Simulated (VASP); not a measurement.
# CaO (Lime): relaxation of the atoms with PBE

The system is CaO (Lime).

```
Ca O
1.0
     0.00000    2.41079    2.41079
     2.41079    0.00000    2.41079
     2.41079    2.41079    0.00000
Ca O
1 1
Direct
  0.00000 0.00000 0.00000
  0.50000 0.50000 0.50000
```

| Quantity | Value |
| --- | --- |
| Program | VASP 6.6.1 |
| Task | relaxation of the atoms |
| Functional | PBE |
| Potentials or basis | VASP PAW PBE potentials, release 64 (Ca_sv, O_s) |
| Cutoff | 300 eV |
| k mesh | 5 × 5 × 5 |
| Occupations | gaussian, width 0.03 eV |
| Spin | no spin polarisation |
| Further INCAR settings | ALGO = Normal; EDIFF = 1e-07; IBRION = 2; EDIFFG = -0.01; NSW = 40 |

```yaml
Band_gap_on_the_k_mesh: 3.83 eV, indirect (least direct gap 4.20 eV)
```

Final structure:
```
CELL_PARAMETERS angstrom
0.00000 2.41079 2.41079
2.41079 0.00000 2.41079
2.41079 2.41079 0.00000
ATOMIC_POSITIONS crystal
Ca 0.00000 0.00000 0.00000
O 0.50000 0.50000 0.50000
```

Levels at points of the mesh, in eV from the valence-band top:
```csv
k point,band 6,band 7,band 8,band 9,band 10,band 11
"(0.00, 0.00, 0.00)",0.00,0.00,0.00,4.65,6.21,6.21
```

It used 3.8 s of CPU time on 1 thread of Intel(R) Xeon(R) Platinum 8488C (Sapphire Rapids), with other jobs on the host, which was overloaded at the time.

Caveat: the k mesh is coarse (spacing up to 0.45 Å⁻¹), so the values aren't converged; the relaxation stopped at its first step, so nothing moved; an odd mesh through Γ misses points on the zone boundary, where band edges often lie.
